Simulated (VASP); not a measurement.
# Ga (Cmcm) in VASP: further runs, part 2 of 2

VASP 6.6.1. The steps go on from the part before.

## (4) Equation of state, PBE, 18.31 Å³/atom (volume scaled by 0.98)

Contents of INCAR:

```
ALGO     = Normal         # electronic algorithm
EDIFF    = 1E-7           # SCF threshold, eV
ENCUT    = 520            # plane-wave cutoff, eV
GGA      = PE             # functional
ISIF     = 2              # what is computed and relaxed
ISMEAR   = -1             # smearing method
LASPH    = T              # aspherical terms in the spheres
LCHARG   = F              # write CHGCAR
LREAL    = F              # projectors in reciprocal space
LWAVE    = F              # write WAVECAR
NBANDS   = 20             # bands
NELM     = 100            # most SCF steps
PREC     = Accurate       # precision mode
SIGMA    = 0.05           # smearing width, eV
```

Contents of KPOINTS:

```
k-points
0
Gamma
  10 10 8
```

Contents of POSCAR:

```
Ga
1.0
    1.4402681631     -4.0377172988      0.0000000000
    1.4402681631      4.0377172988      0.0000000000
    0.0000000000      0.0000000000      3.1487241912
Ga
2
Direct
    0.1330000000      0.8670000000      0.7500000000
    0.8670000000      0.1330000000      0.2500000000
```

Command:

```bash
$ cat potpaw_PBE.64/Ga_d/POTCAR > POTCAR
$ mpirun -np 1 vasp_std > vasp.out
```

Run time: 74 s. Hardware: 1 thread of Intel Xeon Platinum 8488C (Sapphire Rapids), shared host; peak memory 0.21 GiB.

Results (log left out):

```
Free energy            : -5.7764 eV
Pressure               : 2.8 GPa
Largest force          : 0.222 eV/Å
Band gap on the k mesh : none (metal or under the smearing width)
```

## (5) Equation of state, PBE, 19.06 Å³/atom (volume scaled by 1.02)

Contents of INCAR:

```
SYSTEM = Ga
PREC = Accurate
ENCUT = 520
EDIFF = 1E-7
ISMEAR = -1
SIGMA = 0.05
LREAL = .FALSE.
LASPH = .TRUE.
NELM = 100
ALGO = Normal
ISIF = 2
LWAVE = .FALSE.
LCHARG = .FALSE.
GGA = PE
NBANDS = 20
```

Contents of KPOINTS:

```
regular mesh
0
G
  10 10 8
  0 0 0
```

Contents of POSCAR:

```
Ga
1.0
    1.4596029289     -4.0919213144      0.0000000000
    1.4596029289      4.0919213144      0.0000000000
    0.0000000000      0.0000000000      3.1909939893
Ga
2
Direct
    0.1330000000      0.8670000000      0.7500000000
    0.8670000000      0.1330000000      0.2500000000
```

Command:

```bash
$ cat potpaw_PBE.64/Ga_d/POTCAR > POTCAR
$ mpirun -np 1 vasp_std > vasp.out
```

Wall time 76 s (1 thread of Intel Xeon Platinum 8488C (Sapphire Rapids), shared host); peak memory 0.23 GiB.

It converged, with:

```
Free energy            : -5.7912 eV
Pressure               : 0.5 GPa
Largest force          : 0.206 eV/Å
Band gap on the k mesh : none (metal or under the smearing width)
```

## (6) Equation of state, PBE, 19.43 Å³/atom (volume scaled by 1.04)

Contents of INCAR:

```
SYSTEM = Ga
ALGO     = Normal         ! electronic algorithm
EDIFF    = 1E-7           ! SCF threshold, eV
ENCUT    = 520            ! plane-wave cutoff, eV
GGA      = PE             ! functional
ISIF     = 2              ! what is computed and relaxed
ISMEAR   = -1             ! smearing method
LASPH    = .TRUE.         ! aspherical terms in the spheres
LCHARG   = .FALSE.        ! write CHGCAR
LREAL    = .FALSE.        ! projectors in reciprocal space
LWAVE    = .FALSE.        ! write WAVECAR
NBANDS   = 20             ! bands
NELM     = 60             ! most SCF steps
PREC     = Accurate       ! precision mode
SIGMA    = 0.05           ! smearing width, eV
```

Contents of KPOINTS:

```
k-points
0
G
  10 10 8
  0 0 0
```

Contents of POSCAR:

```
Ga
1.0
    1.4690811355     -4.1184929765      0.0000000000
    1.4690811355      4.1184929765      0.0000000000
    0.0000000000      0.0000000000      3.2117153101
Ga
2
Direct
    0.1330000000      0.8670000000      0.7500000000
    0.8670000000      0.1330000000      0.2500000000
```

Potentials or basis: VASP PAW PBE potentials, release 64 (Ga_d).

Command:

```bash
$ cat potpaw_PBE.64/Ga_d/POTCAR > POTCAR
$ mpirun -np 1 vasp_std > vasp.out
```

It took 96 s on 1 thread of Intel Xeon Platinum 8488C (Sapphire Rapids), shared host; peak memory 0.24 GiB.

Results (log left out):

- Free energy: -5.7911 eV
- Pressure: -0.5 GPa
- Largest force: 0.199 eV/Å
- Band gap on the k mesh: none (metal or under the smearing width)

## (7) Equation of state, PBE, 19.81 Å³/atom (volume scaled by 1.06)

Contents of INCAR:

```
PREC     = Accurate       # precision mode
ENCUT    = 520            # plane-wave cutoff, eV
EDIFF    = 1E-7           # SCF threshold, eV
ISMEAR   = -1             # smearing method
SIGMA    = 0.05           # smearing width, eV
LREAL    = F              # projectors in reciprocal space
LASPH    = T              # aspherical terms in the spheres
NELM     = 80             # most SCF steps
ALGO     = Normal         # electronic algorithm
ISIF     = 2              # what is computed and relaxed
LWAVE    = F              # write WAVECAR
LCHARG   = F              # write CHGCAR
GGA      = PE             # functional
NBANDS   = 20             # bands
```

Contents of KPOINTS:

```
regular mesh
0
Gamma
  10 10 8
```

Contents of POSCAR:

```
Ga
1.0
    1.4784385925     -4.1447261231      0.0000000000
    1.4784385925      4.1447261231      0.0000000000
    0.0000000000      0.0000000000      3.2321726471
Ga
2
Direct
    0.1330000000      0.8670000000      0.7500000000
    0.8670000000      0.1330000000      0.2500000000
```

Command:

```bash
$ cat potpaw_PBE.64/Ga_d/POTCAR > POTCAR
$ mpirun -np 1 vasp_std > vasp.out
```

It took 85 s on 1 thread of Intel Xeon Platinum 8488C (Sapphire Rapids), shared host; peak memory 0.24 GiB.

The run converged. Its results:

| Quantity | Value |
| --- | --- |
| Free energy | -5.7870 eV |
| Pressure | -1.3 GPa |
| Largest force | 0.190 eV/Å |
| Band gap on the k mesh | none (metal or under the smearing width) |

## (8) Equation of state, PBE

This step only gathers the single runs of the series.

What came out:

```
Equilibrium volume                        : 19.24 Å³/atom
Bulk modulus at fixed shape and positions : 49 GPa
Pressure derivative of the bulk modulus   : 5.2
```

Energy against volume, from the lowest point:
| volume (Å³/atom) | energy (meV/atom) |
| --- | --- |
| 17.564 | 26.84 |
| 17.937 | 15.43 |
| 18.311 | 7.39 |
| 18.685 | 2.36 |
| 19.058 | 0.00 |
| 19.432 | 0.01 |
| 19.806 | 2.09 |

Caveat: the cell was scaled at fixed shape and fractional positions, which overstates the stiffness of a crystal with free parameters, most of all of layers and chains.

## (9) Equation of state, PBEsol, 17.56 Å³/atom (volume scaled by 0.94)

Contents of INCAR:

```
SYSTEM = Ga
PREC = Accurate
ENCUT = 520
EDIFF = 1E-7
ISMEAR = -1
SIGMA = 0.05
LREAL = .False.
LASPH = .True.
NELM = 60
ALGO = Normal
ISIF = 2
LWAVE = .False.
LCHARG = .False.
GGA = PS
NBANDS = 20
```

Contents of KPOINTS:

```
Automatic mesh
0
Gamma
  10 10 8
  0 0 0
```

Contents of POSCAR:

```
Ga
1.0
    1.4203998576     -3.9820175319      0.0000000000
    1.4203998576      3.9820175319      0.0000000000
    0.0000000000      0.0000000000      3.1052879646
Ga
2
Direct
    0.1330000000      0.8670000000      0.7500000000
    0.8670000000      0.1330000000      0.2500000000
```

Potentials or basis: VASP PAW PBE potentials, release 64 (Ga_d).

Command:

```bash
$ cat potpaw_PBE.64/Ga_d/POTCAR > POTCAR
$ mpirun -np 1 vasp_std > vasp.out
```

Run time: 44 s. Hardware: 1 thread of AMD EPYC 9R45 (Zen 5), shared host; peak memory 0.19 GiB.

It converged, with:

```yaml
Free_energy: -6.6850 eV
Pressure: 1.7 GPa
Largest_force: 0.234 eV/Å
Band_gap_on_the_k_mesh: none (metal or under the smearing width)
```

Caveat: the PAW data sets were made with another functional, which shifts forces and pressure a little.

## (10) Equation of state, PBEsol, 17.94 Å³/atom (volume scaled by 0.96)

INCAR is that of step 9.

KPOINTS is that of step 9.

Contents of POSCAR:

```
Ga
1.0
    1.4304030031     -4.0100608329      0.0000000000
    1.4304030031      4.0100608329      0.0000000000
    0.0000000000      0.0000000000      3.1271569103
Ga
2
Direct
    0.1330000000      0.8670000000      0.7500000000
    0.8670000000      0.1330000000      0.2500000000
```

Command:

```bash
$ cat potpaw_PBE.64/Ga_d/POTCAR > POTCAR
$ mpirun -np 1 vasp_std > vasp.out
```

Run time: 44 s. Hardware: 1 thread of AMD EPYC 9R45 (Zen 5), shared host; peak memory 0.2 GiB.

The run converged. Its results:

```yaml
Free_energy: -6.6894 eV
Pressure: 0.3 GPa
Largest_force: 0.225 eV/Å
Band_gap_on_the_k_mesh: none (metal or under the smearing width)
```

Caveat: the PAW data sets were made with another functional, which shifts forces and pressure a little.

## (11) Equation of state, PBEsol, 18.31 Å³/atom (volume scaled by 0.98)

INCAR is that of step 10.

KPOINTS is that of step 10.

Contents of POSCAR:

```
Ga
1.0
    1.4402681631     -4.0377172988      0.0000000000
    1.4402681631      4.0377172988      0.0000000000
    0.0000000000      0.0000000000      3.1487241912
Ga
2
Direct
    0.1330000000      0.8670000000      0.7500000000
    0.8670000000      0.1330000000      0.2500000000
```

Command:

```bash
$ cat potpaw_PBE.64/Ga_d/POTCAR > POTCAR
$ mpirun -np 1 vasp_std > vasp.out
```

It took 43 s on 1 thread of AMD EPYC 9R45 (Zen 5), shared host; peak memory 0.2 GiB.

Results (log left out):

```yaml
Free_energy: -6.6878 eV
Pressure: -0.9 GPa
Largest_force: 0.217 eV/Å
Band_gap_on_the_k_mesh: none (metal or under the smearing width)
```

Caveat: the PAW data sets were made with another functional, which shifts forces and pressure a little.

## (12) Equation of state, PBEsol, 19.06 Å³/atom (volume scaled by 1.02)

INCAR is that of step 11.

KPOINTS is that of step 11.

Contents of POSCAR:

```
Ga
1.0
    1.4596029289     -4.0919213144      0.0000000000
    1.4596029289      4.0919213144      0.0000000000
    0.0000000000      0.0000000000      3.1909939893
Ga
2
Direct
    0.1330000000      0.8670000000      0.7500000000
    0.8670000000      0.1330000000      0.2500000000
```

Potentials or basis: VASP PAW PBE potentials, release 64 (Ga_d).

Command:

```bash
$ cat potpaw_PBE.64/Ga_d/POTCAR > POTCAR
$ mpirun -np 1 vasp_std > vasp.out
```

Wall time 45 s (1 thread of AMD EPYC 9R45 (Zen 5), shared host); peak memory 0.2 GiB.

It converged, with:

```
Free energy            : -6.6690 eV
Pressure               : -2.9 GPa
Largest force          : 0.202 eV/Å
Band gap on the k mesh : none (metal or under the smearing width)
```

Caveat: the PAW data sets were made with another functional, which shifts forces and pressure a little.

## (13) Equation of state, PBEsol, 19.43 Å³/atom (volume scaled by 1.04)

INCAR is that of step 12.

KPOINTS is that of step 12.

Contents of POSCAR:

```
Ga
1.0
    1.4690811355     -4.1184929765      0.0000000000
    1.4690811355      4.1184929765      0.0000000000
    0.0000000000      0.0000000000      3.2117153101
Ga
2
Direct
    0.1330000000      0.8670000000      0.7500000000
    0.8670000000      0.1330000000      0.2500000000
```

Command:

```bash
$ cat potpaw_PBE.64/Ga_d/POTCAR > POTCAR
$ mpirun -np 1 vasp_std > vasp.out
```

Wall time 59 s (1 thread of AMD EPYC 9R45 (Zen 5), shared host); peak memory 0.21 GiB.

Results (log left out):

| Item | Value |
| --- | --- |
| Free energy | -6.6530 eV |
| Pressure | -3.8 GPa |
| Largest force | 0.195 eV/Å |
| Band gap on the k mesh | none (metal or under the smearing width) |

Caveat: the PAW data sets were made with another functional, which shifts forces and pressure a little.

## (14) Equation of state, PBEsol, 19.81 Å³/atom (volume scaled by 1.06)

INCAR is that of step 13.

KPOINTS is that of step 13.

Contents of POSCAR:

```
Ga
1.0
    1.4784385925     -4.1447261231      0.0000000000
    1.4784385925      4.1447261231      0.0000000000
    0.0000000000      0.0000000000      3.2321726471
Ga
2
Direct
    0.1330000000      0.8670000000      0.7500000000
    0.8670000000      0.1330000000      0.2500000000
```

Command:

```bash
$ cat potpaw_PBE.64/Ga_d/POTCAR > POTCAR
$ mpirun -np 1 vasp_std > vasp.out
```

Wall time 63 s (1 thread of AMD EPYC 9R45 (Zen 5), shared host); peak memory 0.22 GiB.

It converged, with:

```
Free energy            : -6.6334 eV
Pressure               : -4.6 GPa
Largest force          : 0.186 eV/Å
Band gap on the k mesh : none (metal or under the smearing width)
```

Caveat: the PAW data sets were made with another functional, which shifts forces and pressure a little.

## (15) Equation of state, PBEsol

Potentials or basis: VASP PAW PBE potentials, release 64 (Ga_d).

No new run: the results of the series are fitted here.

What came out:

| Property | Result |
| --- | --- |
| Equilibrium volume | 18.02 Å³/atom |
| Bulk modulus at fixed shape and positions | 61 GPa |
| Pressure derivative of the bulk modulus | 5.1 |

Energy against volume, from the lowest point:
| volume (Å³/atom) | energy (meV/atom) |
| --- | --- |
| 17.564 | 2.21 |
| 17.937 | 0.00 |
| 18.311 | 0.82 |
| 18.685 | 4.33 |
| 19.058 | 10.22 |
| 19.432 | 18.21 |
| 19.806 | 28.00 |

Caveat: the cell was scaled at fixed shape and fractional positions, which overstates the stiffness of a crystal with free parameters, most of all of layers and chains; the PAW data sets were made with another functional, which shifts forces and pressure a little.
